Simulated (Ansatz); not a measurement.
## An added C started as a split pair with a Si atom in diamond Si, 65 atoms, charge +1

All numbers come from Ansatz (PAW, plane waves, no spin–orbit coupling) at the single k point (¼, ¼, ¼) without its symmetry partners. The atoms were relaxed with PBEsol in a fixed cell; other functionals are single points on those atoms unless said otherwise. The valence top and gap of the host come from its small cell on a dense mesh, with the band extrema sought between the mesh points, lined up by the mean potential, PBEsol gap 0.46 eV, r²SCAN gap 0.76 eV. The charge correction uses an assumed dielectric constant of 11.7.

Cell: a = 10.866 Å, b = 10.866 Å, c = 10.866 Å, α = 90.00°, β = 90.00°, γ = 90.00°.

Nearest atoms after relaxation, from the placed atom (for vacancies from the middle of the vacant sites): Si at 1.87 Å, Si at 1.95 Å, Si at 1.97 Å, Si at 1.97 Å, Si at 3.34 Å, Si at 3.46 Å, Si at 3.49 Å, Si at 3.49 Å.

Chemical potentials μ are those of reference phases of the elements at zero temperature by the same functional (the usual solids, diamond for C, grey Sn, and the molecules H2, N2, O2, F2, Cl2, Br2 and S8).

```tsv
functional	E(defect) − E(host) − Σ nμ + q·E_VBM (eV)	monopole (eV)	alignment (eV)	formation energy at E_F = VBM (eV)	moment (μB)	wall time, shared host
PBEsol	3.59	0.16	0.08	3.83	1.0	41 s on NVIDIA H100 (relaxation)
r²SCAN	4.06	0.16	0.08	4.30	1.0	29 s on NVIDIA H100
```

(1) How does the monopole term follow by hand for this cubic cell?

r²SCAN one-electron levels near the gap (the ten most localised at most), from the host's valence top, not corrected for the charge's images:

| level (eV) | spin | filling | atoms sharing it | element of the atom with most weight |
| --- | --- | --- | --- | --- |
| -0.19 | up | 1.00 | 45.8 | spread |
| 0.09 | down | 0.00 | 21.9 | spread |
| 0.65 | up | 0.00 | 17.8 | Si |
| 0.68 | down | 0.00 | 18.9 | Si |
| 1.00 | up | 0.00 | 49.5 | spread |
| 1.02 | down | 0.00 | 49.6 | spread |

The charge sits partly or wholly in a band of the host, at the cell's one k point and not at the band edge, so the formation energy is too high and the charge correction doesn't apply as it stands.

One k point and a cell of this size can leave errors of several tenths of an eV in such numbers.

Answers

(1) q²·α·e²/(4πε₀)/(2εL) with the Madelung constant α = 2.837 and e²/4πε₀ = 14.40 eV·Å: 1 × 2.837 × 14.40 / (2 × 11.7 × 10.866) = 0.16 eV.
